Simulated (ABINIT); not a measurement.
# C in ABINIT: single point with LDA

Aim: the single point of C with LDA.

Everything below comes from runs of ABINIT 10.8.3 (patched build). Logs are shortened: lines on timing, memory, paths and dates and some standing lists are left out, and cuts for length are marked. The log counts tension as positive stress, the text compression.

## Step 1: Starting point

The cell holds a slab with vacuum, 2 atoms: a = 2.456 Å, b = 2.456 Å, c = 8.524 Å, α = 90.00°, β = 90.00°, γ = 120.00°.

## Step 2: Single point, LDA

run.abi reads:

```
# Pseudopotentials
pp_dirpath "./"
pseudos "C.upf"

# Structure
acell 2.4561701622 2.4561701622 8.52380336 Angstrom
rprim
     1.0000000000     0.0000000000     0.0000000000
    -0.5000000000     0.8660254038     0.0000000000
     0.0000000000     0.0000000000     1.0000000000
ntypat 1
znucl 6
natom 2
typat 1 1
xred
     0.6666666667     0.3333333333     0.0000000000
     0.3333333333     0.6666666667     0.0000000000

# Plane-wave basis
ecut 31.0

# k points
kptopt 1
ngkpt 9 9 2
nshiftk 1
shiftk 0.0 0.0 0.0

# Exchange and correlation
ixc 7

# Bands and occupations
nband 8
occopt 3
tsmear 0.05 eV

# SCF cycle
nstep 100
tolvrs 1.0e-10

# Output
iomode 3
prtwf 0
prtden 0
prteig 0
prtebands 0
enunit 1
```

Potentials or basis: PseudoDojo NC SR LDA v0.4.1 standard.

The run is started by

```
> mpirun --bind-to none -np 4 abinit run.abi > log 2>&1
```

run.abo:

```text
.Version 10.8.3 of ABINIT
 Symmetries : space group P6/m m m (#191); Bravais hP (primitive hexag.)
================================================================================
 Values of the parameters that define the memory need of the present run
     intxc =       0    ionmov =       0      iscf =       7    lmnmax =       4
     lnmax =       4     mgfft =      90  mpssoang =       2    mqgrid =    4038
     natom =       2  nloc_mem =       1    nspden =       1   nspinor =       1
    nsppol =       1      nsym =      24    n1xccc =    2501    ntypat =       1
    occopt =       3   xclevel =       1
       mpw =        2492          nfft =       51840          nkpt =          24
================================================================================
================================================================================

--------------------------------------------------------------------------------
------------- Echo of variables that govern the present computation ------------
--------------------------------------------------------------------------------
 -outvars: echo values of preprocessed input variables --------
            acell      4.6414889252E+00  4.6414889252E+00  1.6107653901E+01 Bohr
              amu      1.20110000E+01
             ecut      3.10000000E+01 Hartree
           enunit           1
              ixc           7
         kptrlatt        9    0    0      0    9    0      0    0    2
          kptrlen      4.17734003E+01
            natom           2
            nband           8
            ngfft          24      24      90
             nkpt          24
            nstep         100
             nsym          24
           ntypat           1
           occopt           3
           prtden           0
        prtebands           0
           prteig           0
            prtwf           0
            rprim      1.0000000000E+00  0.0000000000E+00  0.0000000000E+00
                      -5.0000000000E-01  8.6602540380E-01  0.0000000000E+00
                       0.0000000000E+00  0.0000000000E+00  1.0000000000E+00
          spgroup         191
           tolvrs      1.00000000E-10
           tsmear      1.83746611E-03 Hartree
            typat      1  1
           xangst      1.2280850811E+00  7.0903525217E-01  0.0000000000E+00
                       3.4364889530E-17  1.4180705043E+00  0.0000000000E+00
            xcart      2.3207444626E+00  1.3398824402E+00  0.0000000000E+00
                       6.4940229559E-17  2.6797648804E+00  0.0000000000E+00
             xred      6.6666666667E-01  3.3333333333E-01  0.0000000000E+00
                       3.3333333333E-01  6.6666666667E-01  0.0000000000E+00
            znucl        6.00000

================================================================================

 chkinp: Checking input parameters for consistency.

================================================================================
[... 86 lines left out ...]
...

 Integrated electronic density in atomic spheres:
 ------------------------------------------------
 Atom  Sphere_radius  Integrated_density
    1        2.00000          4.82027286
    2        2.00000          4.82027286
================================================================================

 ----iterations are completed or convergence reached----

 Mean square residual over all n,k,spin=   88.454E-08; max=  13.343E-05
 reduced coordinates (array xred) for    2 atoms
       0.666666666667      0.333333333333      0.000000000000
       0.333333333333      0.666666666667      0.000000000000
 rms dE/dt=  0.0000E+00; max dE/dt=  0.0000E+00; dE/dt below (all hartree)
    1       0.000000000000      0.000000000000      0.000000000000
    2       0.000000000000      0.000000000000      0.000000000000

 cartesian coordinates (angstrom) at end:
    1      1.22808508110000     0.70903525217359     0.00000000000000
    2      0.00000000000000     1.41807050434718     0.00000000000000

 cartesian forces (hartree/bohr) at end:
    1     -0.00000000000000    -0.00000000000000    -0.00000000000000
    2     -0.00000000000000    -0.00000000000000    -0.00000000000000
 frms,max,avg= 0.0000000E+00 0.0000000E+00   0.000E+00  0.000E+00  0.000E+00 h/b

 cartesian forces (eV/Angstrom) at end:
    1     -0.00000000000000    -0.00000000000000    -0.00000000000000
    2     -0.00000000000000    -0.00000000000000    -0.00000000000000
 frms,max,avg= 0.0000000E+00 0.0000000E+00   0.000E+00  0.000E+00  0.000E+00 e/A
 length scales=  4.641488925184  4.641488925184 16.107653901493 bohr
              =  2.456170162200  2.456170162200  8.523803360000 angstroms
 Fermi (or HOMO) energy (eV) =  -0.81030   Average Vxc (eV)=  -5.16645
 Eigenvalues (   eV  ) for nkpt=  24  k points:
 kpt#   1, nband=  8, wtk=  0.00617, kpt=  0.0000  0.0000  0.0000 (reduced coord)
 -20.23137   -8.54612   -3.83282   -3.83282    2.32162    4.66076    6.28623    7.61846
 prteigrs : prtvol=0 or 1, do not print more k-points.

--- !EnergyTerms
iteration_state     : {dtset: 1, }
comment             : Components of total free energy in Hartree
kinetic             :  8.46176635994791E+00
hartree             :  1.88848865634324E+01
xc                  : -4.27628173693088E+00
Ewald energy        :  9.09046871585139E+00
psp_core            :  2.31651173939508E-01
local_psp           : -4.38021284475726E+01
non_local_psp       : -6.48812730939382E-01
internal            : -1.20584501022716E+01
'-kT*entropy'       : -1.25780663311900E-04
total_energy        : -1.20585758829350E+01
total_energy_eV     : -3.28130565927014E+02
band_energy         : -2.91966917627529E+00
...

 Cartesian components of stress tensor (hartree/bohr^3)
  sigma(1 1)=  1.03772003E-04  sigma(3 2)=  0.00000000E+00
  sigma(2 2)=  1.03772003E-04  sigma(3 1)=  0.00000000E+00
  sigma(3 3)=  5.37324297E-05  sigma(2 1)=  0.00000000E+00

-Cartesian components of stress tensor (GPa)         [Pressure= -2.5623E+00 GPa]
- sigma(1 1)=  3.05307773E+00  sigma(3 2)=  0.00000000E+00
- sigma(2 2)=  3.05307773E+00  sigma(3 1)=  0.00000000E+00
- sigma(3 3)=  1.58086266E+00  sigma(2 1)=  0.00000000E+00

== END DATASET(S) ==============================================================
================================================================================

 -outvars: echo values of variables after computation  --------
            acell      4.6414889252E+00  4.6414889252E+00  1.6107653901E+01 Bohr
           etotal     -1.2058575883E+01
            fcart     -0.0000000000E+00 -0.0000000000E+00 -0.0000000000E+00
                      -0.0000000000E+00 -0.0000000000E+00 -0.0000000000E+00
            rprim      1.0000000000E+00  0.0000000000E+00  0.0000000000E+00
                      -5.0000000000E-01  8.6602540380E-01  0.0000000000E+00
                       0.0000000000E+00  0.0000000000E+00  1.0000000000E+00
           strten      1.0377200287E-04  1.0377200284E-04  5.3732429718E-05
                       0.0000000000E+00  0.0000000000E+00  0.0000000000E+00
           xangst      1.2280850811E+00  7.0903525217E-01  0.0000000000E+00
                       3.4364889530E-17  1.4180705043E+00  0.0000000000E+00
             xred      6.6666666667E-01  3.3333333333E-01  0.0000000000E+00
                       3.3333333333E-01  6.6666666667E-01  0.0000000000E+00
 Calculation completed.
```

Run time: 4.8 s. Hardware: 4 MPI ranks of Arm Neoverse V1, shared host; peak memory 0.24 GiB.

Results:

- Free energy: -328.1306 eV
- Band gap on the k mesh: none (metal or under the smearing width)
- All electrons inside the program's atomic spheres: C 4.82 (radii [1.0584] Å)

Levels at points of the mesh, in eV from the Fermi level:
| k point | band 1 | band 2 | band 3 | band 4 | band 5 | band 6 | band 7 | band 8 |
| --- | --- | --- | --- | --- | --- | --- | --- | --- |
| (0.00, 0.00, 0.00) | -19.42 | -7.74 | -3.02 | -3.02 | 3.13 | 5.47 | 7.10 | 8.43 |
| (0.00, 0.00, 0.50) | -19.42 | -7.74 | -3.02 | -3.02 | 3.75 | 4.05 | 8.43 | 8.43 |

Caveat: the k mesh is coarse (spacing up to 0.37 Å⁻¹), so the values aren't converged; the cutoff is too short for stress, so the log's stress isn't used.
